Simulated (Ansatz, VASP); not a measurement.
## Cross-check of As between VASP and Ansatz

Aim: how closely do two programs agree when they are given the same cell, functional and k mesh? The cell is taken from a series of runs on this material, whose earlier steps may have relaxed, scaled, displaced or heated it; both programs get it as it stands.

Calculated with Ansatz 0.2.0; plane waves, with VASP 6.6.1 beside it; G0W0 gap at PBE.

## (1) The structure

The cell holds 4 atoms: 4 As. Cell: a = 3.614 Å, b = 3.614 Å, c = 34.100 Å, α = 90.0°, β = 90.0°, γ = 120.0°. Vacuum lies along c.

## (2) VASP: G0W0 gap, PBE

Quasiparticle shifts depend on high empty states and on the cores, so they are the hardest test of two PAW sets.

Lines of VASP's logs that name or quote its potential files are left out, and so is its time.

The run reads the wave functions of an earlier VASP run, which isn't shown here.

The input, INCAR:

```
SYSTEM = As
PREC = Accurate
ENCUT = 300
ISMEAR = 0
SIGMA = 0.01
LREAL = .FALSE.
GGA = PE
NBANDS = 240
ALGO = EVGW0
NELMGW = 1
ENCUTGW = 41
NOMEGA = 64
PRECFOCK = Fast
NBANDSGW = 32
LWAVE = .FALSE.
LCHARG = .FALSE.
```

The input, POSCAR:

```
As
1.0
    3.6140216960      0.0000000000      0.0000000000
   -1.8070108480      3.1298345985      0.0000000000
    0.0000000000      0.0000000000     34.1000000000
As
4
Direct
    0.3333333333      0.6666666667      0.4606872782
    0.6666666667      0.3333333333      0.4201710997
    0.0000000000      0.0000000000      0.5798289003
    0.6666666667      0.3333333333      0.5394617589
```

The input, KPOINTS:

```
Automatic mesh
0
Gamma
6 6 1
0 0 0
```

PAW data sets: As_GW (PBE family, release 64).

Command:

```bash
$ mpirun -np 16 vasp_std
```

Numbers of over 12 decimals in the logs are rounded to 6 here.

Log:

```text
[banner, memory and clock lines left out]
running   16 mpi-ranks, on    1 nodes
 distrk:  each k-point on   16 cores,    1 groups
 distr:  one band on    1 cores,   16 groups

 POSCAR found type information on POSCAR As
 POSCAR found :  1 types and       4 ions
|                                                                             |
|           W    W    AA    RRRRR   N    N  II  N    N   GGGG   !!!           |
|           W    W   A  A   R    R  NN   N  II  NN   N  G    G  !!!           |
|           W    W  A    A  R    R  N N  N  II  N N  N  G       !!!           |
|           W WW W  AAAAAA  RRRRR   N  N N  II  N  N N  G  GGG   !            |
|           WW  WW  A    A  R   R   N   NN  II  N   NN  G    G                |
|           W    W  A    A  R    R  N    N  II  N    N   GGGG   !!!           |
|                                                                             |
|     For optimal performance we recommend to set                             |
|       NCORE = 2 up to number-of-cores-per-socket                            |
|     NCORE specifies how many cores store one orbital (NPAR=cpu/NCORE).      |
|     This setting can greatly improve the performance of VASP for DFT.       |
|     The default, NCORE=1 might be grossly inefficient on modern             |
|     multi-core architectures or massively parallel machines. Do your        |
|     Unfortunately you need to use the default for GW and RPA                |
|     calculations (for HF NCORE is supported but not extensively tested      |
|     yet).                                                                   |
|                                                                             |

|                                                                             |
|           W    W    AA    RRRRR   N    N  II  N    N   GGGG   !!!           |
|           W    W   A  A   R    R  NN   N  II  NN   N  G    G  !!!           |
|           W    W  A    A  R    R  N N  N  II  N N  N  G       !!!           |
|           W WW W  AAAAAA  RRRRR   N  N N  II  N  N N  G  GGG   !            |
|           WW  WW  A    A  R   R   N   NN  II  N   NN  G    G                |
|           W    W  A    A  R    R  N    N  II  N    N   GGGG   !!!           |
|                                                                             |
|     The default for ENCUTGWSOFT is different in this version of VASP.       |
|     please manually set ENCUTGWSOFT =41 in the INCAR file.                  |
|                                                                             |

 LDA part: xc-table for (Slater+PW92), standard interpolation
 found WAVECAR, reading the header
 POSCAR, INCAR and KPOINTS ok, starting setup
 FFT: planning ... GRIDC
 FFT: planning ... GRID_SOFT
 FFT: planning ... GRID
 reading WAVECAR
 the WAVECAR file was read successfully
 initial charge from wavefunction
 available memory per node:     14.95 GB, setting MAXMEM to     15308

 The Fermi energy was updated, please check that it is located mid-gap
 values below the HOMO (VB) or above the LUMO (CB) will cause erroneous energies
 E-fermi :  -2.2408

 calculate exact exchange contribution
 the WAVEDER file was read successfully
energies w=
    0.000    0.000    0.257    0.000    0.514    0.000    0.769    0.000
    1.023    0.000    1.274    0.000    1.523    0.000    1.769    0.000
    2.012    0.000    2.251    0.000    2.488    0.000    2.721    0.000
    2.951    0.000    3.177    0.000    3.401    0.000    3.623    0.000
    3.842    0.000    4.059    0.000    4.274    0.000    4.488    0.000
    4.702    0.000    4.915    0.000    5.128    0.000    5.342    0.000
    5.557    0.000    5.774    0.000    5.993    0.000    6.215    0.000
    6.441    0.000    6.672    0.000    6.907    0.000    7.149    0.000
    7.398    0.000    7.654    0.000    7.921    0.000    8.198    0.000
    8.487    0.000    8.790    0.000    9.109    0.000    9.446    0.000
    9.804    0.000   10.186    0.000   10.595    0.000   11.035    0.000
   11.513    0.000   12.032    0.000   12.602    0.000   13.231    0.000
   13.930    0.000   14.713    0.000   15.597    0.000   16.605    0.000
   17.768    0.000   19.123    0.000   20.726    0.000   22.651    0.000
   25.005    0.000   27.953    0.000   31.745    0.000   36.803    0.000
   43.876    0.000   54.450    0.000   71.940    0.000  106.324    0.000
 responsefunction array rank=     256
 LDA part: xc-table for (Slater+PW92), standard interpolation

 min. memory requirement per mpi rank    201.2 MB, per node   3218.7 MB

 allocating   4 responsefunctions rank=   256
 shmem allocating  64 responsefunctions rank=   256
 response function shared by NCSHMEM nodes    1
 Doing            4  frequencies on each core in blocks of           64
NQ=   1    0.0000    0.0000    0.0000,
|.........|.........|.........|.........|.........|.........|.........|.........
 performed        273000 updates of chi_q(r,r)
 total number of BLAS operations         95.44 Gflops
NQ=   2    0.1667    0.0000    0.0000,
|.........|.........|.........|.........|.........|.........|.........|.........
 performed        853000 updates of chi_q(r,r)
 total number of BLAS operations        322.19 Gflops
NQ=   3    0.3333   -0.0000    0.0000,
|.........|.........|.........|.........|.........|.........|.........|.........
 performed       1433000 updates of chi_q(r,r)
 total number of BLAS operations        569.92 Gflops
NQ=   4    0.5000    0.0000    0.0000,
|.........|.........|.........|.........|.........|.........|.........|.........
 performed       1875000 updates of chi_q(r,r)
 total number of BLAS operations        777.04 Gflops
NQ=   5    0.1667    0.1667    0.0000,
|.........|.........|.........|.........|.........|.........|.........|.........
 performed       2501000 updates of chi_q(r,r)
 total number of BLAS operations       1037.54 Gflops
NQ=   6    0.3333    0.1667    0.0000,
|.........|.........|.........|.........|.........|.........|.........|.........
 performed       3219000 updates of chi_q(r,r)
 total number of BLAS operations       1346.95 Gflops
NQ=   7    0.3333    0.3333    0.0000,
|.........|.........|.........|.........|.........|.........|.........|.........
 performed       3568000 updates of chi_q(r,r)
 total number of BLAS operations       1524.72 Gflops
 resolving degeneracies of screened two electron integrals

 calculate QP shifts <psi_nk| G(iteration)W_0 |psi_nk>: iteration 1
 entering main loop
```

OUTCAR, selected parts (step 2):

```text
ion  position               nearest neighbor table
   1  0.333  0.667  0.461-   2 2.50   2 2.50   2 2.50
   2  0.667  0.333  0.420-   1 2.50   1 2.50   1 2.50
   3  0.000  0.000  0.580-   4 2.50   4 2.50   4 2.50
   4  0.667  0.333  0.539-   3 2.50   3 2.50   3 2.50

  LATTYP: Found a hexagonal cell.
 ALAT       =     3.6140216960
 C/A-ratio  =     9.4354718561

 Subroutine GETGRP returns: Found  6 space group operations
 (whereof  6 operations were pure point group operations)

The static configuration has the point symmetry C_3v.

 Found      7 irreducible k-points:

   k-points           NKPTS =      7   k-points in BZ     NKDIM =     36   number of bands    NBANDS=    240

   dimension x,y,z NGX =    20 NGY =   20 NGZ =  196
   dimension x,y,z NGXF=    40 NGYF=   40 NGZF=  392

   ENCUT  =  300.0 eV  22.05 Ry    4.70 a.u.   5.10  5.10 48.16*2*pi/ulx,y,z

   NELECT =      20.0000    total number of electrons

  energy-cutoff  :      300.00
  volume of cell :      385.71
      direct lattice vectors                 reciprocal lattice vectors
     3.614021696  0.000000000  0.000000000     0.276700054  0.159752851  0.000000000
    -1.807010848  3.129834599  0.000000000     0.000000000  0.319505702  0.000000000
     0.000000000  0.000000000 34.100000000     0.000000000  0.000000000  0.029325513

 k-points in reciprocal lattice and weights: Automatic mesh
   0.00000000  0.00000000  0.00000000       0.028
   0.16666667  0.00000000  0.00000000       0.167
   0.33333333 -0.00000000  0.00000000       0.167
   0.50000000  0.00000000  0.00000000       0.083
   0.16666667  0.16666667  0.00000000       0.167
   0.33333333  0.16666667  0.00000000       0.333
   0.33333333  0.33333333  0.00000000       0.056

 E-fermi :  -2.2408

 QP shifts <psi_nk| G(iteration)W_0 |psi_nk>: iteration 1
 for sc-GW calculations column KS-energies equals QP-energies in previous step
 and V_xc(KS)=  KS-energies - (<T + V_ion + V_H > + <T+V_H+V_ion>^1  + <V_x>^1)
 k-point   1 :       0.0000    0.0000    0.0000
  band No.  KS-energies  QP-energies   sigma(KS)   V_xc(KS)     V^pw_x(r,r')   Z            occupation Imag(sigma)
    ...
      7      -3.3928      -3.4301     -11.6424     -11.5937     -13.0144       0.7642       2.0000       0.0351
      8      -3.1874      -3.2144     -11.6813     -11.6461     -13.0038       0.7675       2.0000       0.0322
      9      -3.1874      -3.2144     -11.6813     -11.6461     -13.0038       0.7675       2.0000       0.0322
     10      -2.6030      -2.6866     -10.1274     -10.0186     -10.7556       0.7684       2.0000       0.0199
     11      -1.4560      -0.6279      -9.4622     -10.5309      -6.6924       0.7749       0.0000      -0.0413
     12      -0.3291       0.4713      -9.9603     -11.0041      -7.0338       0.7668       0.0000      -0.0514
     13       0.0646       0.8597      -9.8023     -10.8690      -6.6907       0.7454       0.0000      -0.0688
     14       0.0646       0.8597      -9.8023     -10.8690      -6.6907       0.7454       0.0000      -0.0688
    ...

 k-point   2 :       0.1667    0.0000    0.0000
  band No.  KS-energies  QP-energies   sigma(KS)   V_xc(KS)     V^pw_x(r,r')   Z            occupation Imag(sigma)
    ...
      7      -4.1081      -4.3969     -10.3808      -9.9933     -12.0817       0.7454       2.0000       0.0580
      8      -4.0863      -4.1817     -11.4842     -11.3585     -13.0520       0.7589       2.0000       0.0412
      9      -3.8094      -3.8838     -11.5647     -11.4671     -13.0516       0.7627       2.0000       0.0367
     10      -2.5347      -2.5957     -10.8230     -10.7434     -11.7471       0.7667       2.0000       0.0239
     11      -1.0118      -0.3125      -9.3504     -10.2673      -6.4676       0.7627       0.0000      -0.0477
     12      -0.6778      -0.0221      -9.1832     -10.0419      -6.2970       0.7636       0.0000      -0.0497
     13       0.5966       1.4072      -9.8610     -10.9644      -6.5578       0.7347       0.0000      -0.0827
     14       0.9193       1.7252      -9.3218     -10.3925      -5.9376       0.7527       0.0000      -0.0935
    ...

 k-point   3 :       0.3333   -0.0000    0.0000
  band No.  KS-energies  QP-energies   sigma(KS)   V_xc(KS)     V^pw_x(r,r')   Z            occupation Imag(sigma)
    ...
      7      -4.9770      -5.1283     -11.3913     -11.1885     -13.3199       0.7461       2.0000       0.0593
      8      -4.6625      -4.7944     -11.4847     -11.3089     -13.3070       0.7511       2.0000       0.0513
      9      -4.2736      -4.4686     -10.7746     -10.5123     -12.4375       0.7431       2.0000       0.0557
     10      -3.7436      -3.8979     -10.8759     -10.6701     -12.3715       0.7501       2.0000       0.0438
     11      -1.9468      -1.4021      -8.8820      -9.5877      -6.1967       0.7720       0.0000      -0.0395
     12      -0.8595      -0.2777      -9.0909      -9.8498      -6.0675       0.7668       0.0000      -0.0527
     13       0.5467       1.1035      -8.7389      -9.4773      -5.3446       0.7541       0.0000      -0.0778
     14       0.7787       1.5294      -9.5903     -10.6127      -6.1263       0.7342       0.0000      -0.0898
    ...

 k-point   4 :       0.5000    0.0000    0.0000
  band No.  KS-energies  QP-energies   sigma(KS)   V_xc(KS)     V^pw_x(r,r')   Z            occupation Imag(sigma)
    ...
      7      -5.3153      -5.4835     -11.3688     -11.1423     -13.4408       0.7426       2.0000       0.0678
      8      -4.9922      -5.1421     -11.4645     -11.2640     -13.4238       0.7472       2.0000       0.0583
      9      -4.9536      -5.1834     -10.6964     -10.3830     -12.6008       0.7330       2.0000       0.0695
     10      -4.4250      -4.6199     -10.7741     -10.5117     -12.4603       0.7429       2.0000       0.0562
     11      -1.5563      -0.9854      -9.0729      -9.8147      -6.2170       0.7696       0.0000      -0.0429
     12      -1.2952      -0.7737      -8.9121      -9.5912      -5.9512       0.7679       0.0000      -0.0460
     13       0.1272       0.6396      -8.6960      -9.3697      -5.4131       0.7607       0.0000      -0.0679
     14       0.6360       1.1761      -8.7096      -9.4278      -5.3352       0.7522       0.0000      -0.0882
    ...

[... 3 further parts left out ...]
```

[end of part 1 of 2]

[Lines on the potential files, build, host, timing and source positions are cut from VASP's logs without a mark.]

[Logs are printed without paths, hosts, clocks, repeated set-up lines and the standing remarks that a program may print on its own settings, such as how far it seeks lower states.]

[Hosts, paths, dates, database ids (printed as entryN), source tags and the programs' standing remarks are cut or masked in the printed files.]
